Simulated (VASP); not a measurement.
BaS: single point with PBE

Crystal: BaS.

```
CELL_PARAMETERS angstrom
0.00000 3.19375 3.19375
3.19375 0.00000 3.19375
3.19375 3.19375 0.00000
ATOMIC_POSITIONS crystal
Ba 0.00000 0.00000 0.00000
S 0.50000 0.50000 0.50000
```

- Program: VASP 6.6.1
- Task: single point
- Functional: PBE
- Potentials or basis: VASP PAW PBE potentials, release 64 (Ba_sv, S)
- Cutoff: 520 eV
- k mesh: 7 × 7 × 7
- Occupations: gaussian, width 0.023 eV
- Spin: no spin polarisation

The pressure is 1.4 GPa and the band gap on the k mesh is 2.17 eV, indirect (least direct gap 2.31 eV).

Levels at points of the mesh, in eV from the valence-band top:
| k point | band 6 | band 7 | band 8 | band 9 | band 10 | band 11 |
| --- | --- | --- | --- | --- | --- | --- |
| (0.00, 0.00, 0.00) | 0.00 | 0.00 | 0.00 | 3.60 | 3.87 | 3.87 |

Wall time 38 s on 1 thread of AMD EPYC 7R43 64-Core Processor (Zen 3), on a shared host, peak memory 0.17 GiB.

The gap isn't set beside the measured one, since this odd mesh misses points on the zone boundary.

Caveat: spin-orbit coupling is left out, which moves the levels of the heavy elements; an odd mesh through Γ misses points on the zone boundary, where band edges often lie.
